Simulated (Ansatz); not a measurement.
# 1T-SiSTe monolayer in a perpendicular field, part 2 of 3

Aim: how the 1T-SiSTe monolayer screens a field along its normal, and what the field does to its bands. A positive field points along +c.

Ansatz 0.2.0; plane-wave DFT, PBE-D3(BJ), Ansatz PAW.

So far. Step 2 (Relaxation): The lattice constant a goes from 3.361 to 3.489 Å.

### 3. Single point, field 0

A sawtooth potential applies the field, turning back in the middle of the vacuum. With the dipole correction the typed value is the field outside the slab. The induced dipole is small, so the SCF threshold is tight.

The cell differs from the one that the last finished run ended in (c 35.605 → 21.017 Å).

File input.yaml:

```yaml
crystal:
  lattice:
    - [3.4893031928, 0.0, 0.0]
    - [-1.7446515964, 3.0218252065, 0.0]
    - [0.0, 0.0, 21.0171636294]
  atoms:
    - { symbol: Te, position: [0.6666666667, 0.3333333333, 0.4282214365] }
    - { symbol: Si, position: [0.0, 0.0, 0.512591859] }
    - { symbol: S, position: [0.3333333333, 0.6666666667, 0.5717785635] }
kpoints:
  mp_grid: { grid: [18, 18, 1] }
  band_path:
    path: [[0, 0, 0], [0.5, 0, 0], [0.33333333, 0.33333333, 0], [0, 0, 0]]
    npoints: 16
hamiltonian:
  xc: pbe
  dispersion: d3bj
scf:
  occupations: { method: fermi_dirac, width: 0.02585 }
  convergence: { dr2_threshold: 1.0e-10 }
efield:
  axis: 3
  dipole_correction: true
  ramp_position: 0.97
  ramp_width: 0.06
  amplitude: 0
output:
  dos: { projected: true, e_range: [-6, 5] }
  write_potential: true
  write_density: true
  volumetric_format: npy
  elf: true
```

Run with:

```bash
ansatz run input.yaml --threads 2 --pin off --max-ram 3072MiB --backend cpu --events-out ev --progress --plain --runs-dir out
```

Numbers of over 12 decimals in the logs are rounded to 6 here.

The program printed:

```text
[...]
Crystal: 3 atoms, lattice volume = 221.606 Å³
Basis set: ecut = 420 eV, 4289 PW (Γ)
Bands: 17, of which v1, the nominal top of the filled ones, is band 13 counted from 1 (12 counted from 0)
Symmetry: 6 space group operations
[...]
k-points: 37 of 324 (time reversal used)
[...]
SCF iter   1: F=—  HF=-8519.035907 eV  |F-HF|=—  |Δ(HF+E_count)|=         —  Δρ=1.59e-3  dr2=1.12e-2  ethr=1.77e-3  p=-0.059 e·Å  D=-4.83e-2 V/Å  ΔV_dip=1.02 eV  dr2_dipole=2.48e-3  V_vac-E_F(+/−)=5.00/3.98 eV  ⟨swp⟩=10.2  Hψ=4759  notcnv=0
efield: sawtooth ramp at fractional position 0.9700 (set: `efield.ramp_position`, or a place that a band, a saddle search or an elastic batch's reference lends), width 0.0600; the density the first Hamiltonian is built on has a dipole p = -0.059 e·Å; the dipole correction subtracts the counter field D = -4.83e-2 V/Å, which shifts the + side's vacuum level by +1.02 eV against the − side's; the planar-averaged density in the ramp window peaks in size at 9.3e-6 e/Å³
[...]
SCF iter   2: F=—  HF=-8519.037396 eV  |F-HF|=—  |Δ(HF+E_count)|=   1.49e-3  Δρ=7.82e-4  dr2=6.31e-3  ethr=4.30e-5  p=-0.034 e·Å  D=-2.79e-2 V/Å  ΔV_dip=0.59 eV  dr2_dipole=1.07e-3  V_vac-E_F(+/−)=4.93/4.34 eV  ⟨swp⟩=4.3  Hψ=1865  notcnv=0
[...]
SCF iter   9: F=-8519.036368 eV  HF=-8519.036368 eV  |F-HF|=1.46e-11  |Δ(HF+E_count)|=  3.46e-11  Δρ=1.01e-7  dr2=2.58e-11  ethr=1.00e-12  p=-0.040 e·Å  D=-3.25e-2 V/Å  ΔV_dip=0.68 eV  dr2_dipole=2.09e-12  V_vac-E_F(+/−)=4.93/4.24 eV  ⟨swp⟩=1.7  Hψ=1828  notcnv=0
SCF 1 converged in 9 iterations: F = -8519.036368 eV  dr2 = 2.58e-11
[...]
NSCF: frozen V_eff on 49 k-points
efield: sawtooth ramp at fractional position 0.9700 (kept from the solve that this one continues, or follows in the run), width 0.0600; the density the first Hamiltonian is built on has a dipole p = -0.040 e·Å; the dipole correction subtracts the counter field D = -3.25e-2 V/Å, which shifts the + side's vacuum level by +0.68 eV against the − side's; the planar-averaged density in the ramp window peaks in size at 3.3e-6 e/Å³
WARN: The output density's exchange-correlation potential varies sharply where the density is thin. Do not read a vacuum level from v_tot or v_xc, or from such a field of the output density. On a cell that repeats whose density bears no net charge and no dipole along the vacuum's axis use v_es (v_loc + v_h of the components); under efield.dipole_correction with no amplitude use v_es + v_field, which holds any externa [...]
SCF converged after 9 iterations
Free energy (F): -8519.036368 eV
[...]
Internal energy: -8519.034215 eV  (E = F + TS)
E sigma→0 (E₀):  -8519.035292 eV
Entropy (-TS):   -0.002153 eV (-0.718 meV/atom)
Fermi energy:    -0.526729 eV
Dipole field:    D = -0.032491 V/Å  (p = -0.039791 e·Å, saw-weighted, corrected)
Work function:   Φ+ = 4.9257 eV   Φ− = 4.2428 eV
Levels:          The Fermi level and band energies are counted from a zero that moves with the ramp; work functions are not
[...]
--- Band table (eV; the first three rows and the last of 37) ---
  k-point 0: bands = [... 9 lower, -3.1023, -3.1023, -0.0241, -0.0241, 0.4090, 2.6411, 2.9166, 2.9166]
  k-point 1: bands = [... 9 lower, -3.2646, -3.1734, -0.4327, -0.0578, 0.6753, 2.6772, 2.8567, 2.9717]
  k-point 2: bands = [... 9 lower, -3.3627, -3.2039, -1.2736, -0.1723, 1.0620, 2.4676, 3.0635, 3.1486]
  k-point 36: bands = [... 9 lower, -5.8583, -5.8431, -3.1621, -2.4712, -0.1023, 3.1527, 4.0147, 4.3865]
```

The job ended after 11 s (2 threads of Arm Neoverse V2, shared host; peak memory 0.48 GiB; 21 s of CPU time).

Reading the cycles: dr2 is the Hartree energy of the density residual (eV), the measure of convergence; HF is the Harris–Foulkes estimate of the energy, which meets the free energy F at convergence.

This step gave:

```yaml
energy_at_zero_smearing: -8519.0353 eV
work_function_upper_face: 4.926 eV
work_function_lower_face: 4.243 eV
dipole_along_the_normal: -0.03979 e·Å
step_between_the_vacuum_levels: 0.6829 eV
```

Running mean over a fixed 2.8 Å (it still follows the layers) of the planar mean; the ramp of the sawtooth is left out. The electron's electrostatic potential energy less the Fermi level by z:

```
z (Å)  electron's electrostatic potential energy less the Fermi level (eV)
  3.0                                                                 4.24
  3.5                                                                 4.24
  4.0                                                                 4.24
  4.5                                                                 4.24
  5.0                                                                 4.24
  5.5                                                                 4.22
  6.0                                                                 4.15
  6.5                                                                 3.86
  7.0                                                                 2.81
  7.5                                                                 1.59
  8.0                                                                0.602
  8.5                                                               -0.967
  9.0                                                                -2.55
  9.5                                                                -4.52
 10.0                                                                -5.61
 10.5                                                                -6.87
 11.0                                                                -7.52
 11.5                                                                -6.95
 12.0                                                                -5.01
 12.5                                                                -2.33
 13.0                                                               0.0714
 13.5                                                                 2.35
 14.0                                                                 4.13
 14.5                                                                 4.76
 15.0                                                                 4.89
 15.5                                                                 4.92
 16.0                                                                 4.92
 16.5                                                                 4.93
 17.0                                                                 4.93
 17.5                                                                 4.93
 18.0                                                                 4.93
```

The density of states has structure finer than the step of the table below, so its rows give means over 0.2 eV, whole bins alone (the curve runs from -6 to 1.99 eV). Peaks (eV: height): -3.99: 7.10, -2.66: 5.89, -2.22: 8.26, -1.92: 2.15, 0.48: 2.69, 1.55: 3.13.

Density of states against energy, zero at the Fermi level; means over each step:

```
energy (eV)  density of states (states/eV a cell)
       -5.8                                 0.779
       -5.6                                  1.08
       -5.4                                  1.57
       -5.2                                  1.41
       -5.0                                  1.62
       -4.8                                  1.45
       -4.6                                  1.44
       -4.4                                  1.52
       -4.2                                  2.23
       -4.0                                  3.80
       -3.8                                  1.66
       -3.6                                  1.21
       -3.4                                 0.996
       -3.2                                 0.866
       -3.0                                 0.866
       -2.8                                  2.09
       -2.6                                  3.12
       -2.4                                  1.38
       -2.2                                  4.17
       -2.0                                  1.31
       -1.8                                  1.70
       -1.6                                  1.37
       -1.4                                  1.04
       -1.2                                  1.02
       -1.0                                  1.09
       -0.8                                 0.893
       -0.6                                 0.968
       -0.4                                  1.01
       -0.2                                  1.01
        0.0                                  1.02
        0.2                                  1.15
        0.4                                  1.54
        0.6                                  1.57
        0.8                                 0.964
        1.0                                 0.833
        1.2                                 0.895
        1.4                                 0.834
        1.6                                  1.39
        1.8                                0.0981
```

Projected DOS per atom over height of the atomic layer and energy from the Fermi level. Layers: Te Si S from below.

Ten even steps from '_' (0.04 states/eV) to '@' (1.56 states/eV), each cell a mean:
```
______
..::..
......
::::..
----..
::..__
--..__
--____
==__..
==__..
**__--
@@__##
##..**
--__==
..__--
....==
====@@
::::++
..::==
..::==
::::--
......
```
Columns: height of the atomic layer (Å) from 9 to 12.0 (not evenly spaced); rows upwards: energy from the Fermi level (eV) from -5.96 to 1.96.

The electronic bands at the labelled points (eV, zero at the Fermi level):

```
  point  band 10  band 11  band 12  band 13  band 14  band 15  band 16  band 17
      Γ    -2.58    -2.58     0.50     0.50     0.94     3.17     3.44     3.44
halfway    -3.50    -3.19    -2.30    -0.23     0.79     3.20     4.34     4.40
      M    -4.13    -3.89    -2.27    -0.91    -0.75     2.61     3.82     4.22
halfway    -5.25    -4.06    -2.38    -2.05     0.40     3.56     3.79     4.39
      K    -5.33    -5.32    -2.64    -1.94     0.42     3.68     4.54     4.91
halfway    -4.73    -2.94    -2.38    -1.30     1.55     3.38     3.83     4.53
      Γ    -2.58    -2.58     0.50     0.50     0.94     3.17     3.44     3.44
```

The electronic bands as a text plot (rows in eV, shown from -8.0 to 3.4 only):

```
    3.2 |****  *******           **          ********************
    2.7 |    **       ***********
    2.3 |
    1.8 |    ***                                    *********
    1.3 |  **   ***                             ****         ***
    0.8 |**        *                         ***                *
    0.3 |*******    **            ***********               *****
   -0.1 |  *    ***** ***      ***                       *** **
   -0.6 |   *        **********                        **   *
   -1.1 |    **           *****                     ***   **
   -1.6 |      *               ***             *****     *
   -2.0 |       *   ***************************       ***
   -2.5 |***********               **********    ****************
   -3.0 |***********                         ****   **    *******
   -3.5 |   *    ****                            ***     *  *
   -3.9 |    ***     ****************          **      ** **
   -4.4 |       *              **    **      **       *  *
   -4.9 |        **              **    *  ***   *********
   -5.4 |          ***             *** *********   *
   -5.9 |             ***             ******    ***
   -6.3 |                ****  *******      ****
   -6.8 |**********          **                       ***********
   -7.3 |          **                              ***
   -7.8 |            ***                         **
         Γ                   M           K                      Γ
```

ELF in the ca plane at fractional y = 0.000, with atoms of Si within 0.2 Å of it. It is the smooth field of the valence electrons, not physical close to the nuclei.

Ten even steps from '0' (0.00) to '9' (0.75), each cell a mean:
```
00000000000000112586445521000000000000000000
00000000000123445688678743100000000000000000
00000000001357777777678887631000000000000000
00000000012589876764247999974100000000000000
00000000013689876663237999974200000000000000
00000000002478877775457898753100000000000000
00000000000245666788778765320000000000000000
00000000000011223687457631000000000000000000
00000000000000012574544420000000000000000000
```
Columns run along c (16.0 Å, from fractional 0.16 to 0.92 of the cell), rows up along a (3.5 Å). Atoms in or near the plane, at fractional coordinates: Si at (0.51, 0.00).

Valence density in the ca plane at fractional y = 0.000, with atoms of Si within 0.2 Å of it. It is the smooth field of the valence electrons, not physical close to the nuclei.

Ten even steps from '0' (0.00 e/Å³) to '9' (0.51 e/Å³), each cell a mean:
```
00000000000000000011246633542100000000000000
00000000000000000123456766753210000000000000
00000000000000001246665555665310000000000000
00000000000000001369975334577521000000000000
00000000000000001379975323578631000000000000
00000000000000001357865444676421000000000000
00000000000000000134556666654210000000000000
00000000000000000112346755653100000000000000
00000000000000000011246512542100000000000000
```
Columns run along c (16.0 Å, from fractional 0.09 to 0.85 of the cell), rows up along a (3.5 Å). Atoms in or near the plane, at fractional coordinates: Si at (0.51, 0.00).

Electrostatic potential energy in the ca plane at fractional y = 0.000, with atoms of Si within 0.2 Å of it. With pseudopotentials it is smooth inside the atoms' cores, unlike the true potential.

Ten even steps from '0' (-27 eV) to '9' (4 eV), each cell a mean:
```
99999999999999998730000589999999999999999999
99999999999999888862014789999999999999999999
99999999999998767777667788999999999999999999
99999999999998644688888778999999999999999999
99999999999997533688888777899999999999999999
99999999999998755788777778999999999999999999
99999999999998877875346789999999999999999999
99999999999999988750001689999999999999999999
99999999999999998730000589999999999999999999
```
Columns run along c (16.0 Å, from fractional 0.16 to 0.92 of the cell; values clipped at the 3rd and 97th percentile), rows up along a (3.5 Å). Atoms in or near the plane, at fractional coordinates: Si at (0.51, 0.00).

The work function of the upper face is 4.93 eV.

[end of part 2 of 3]

[Logs are printed without paths, hosts, clocks, repeated set-up lines and the standing remarks that a program may print on its own settings, such as how far it seeks lower states.]

[Hosts, paths, dates, database ids (printed as entryN), source tags and the programs' standing remarks are cut or masked in the printed files.]

[Maps of the electrostatic potential energy from Ansatz leave out the sawtooth potential of an applied field or a dipole correction, so their vacuum need not be flat; planar profiles and work functions include it.]

[The density of states shown here was stored with 400 of the rows of the run's finer table, so its peaks can read low, often by over a quarter, or be missed, and its means over a window can be off by a tenth or more.]
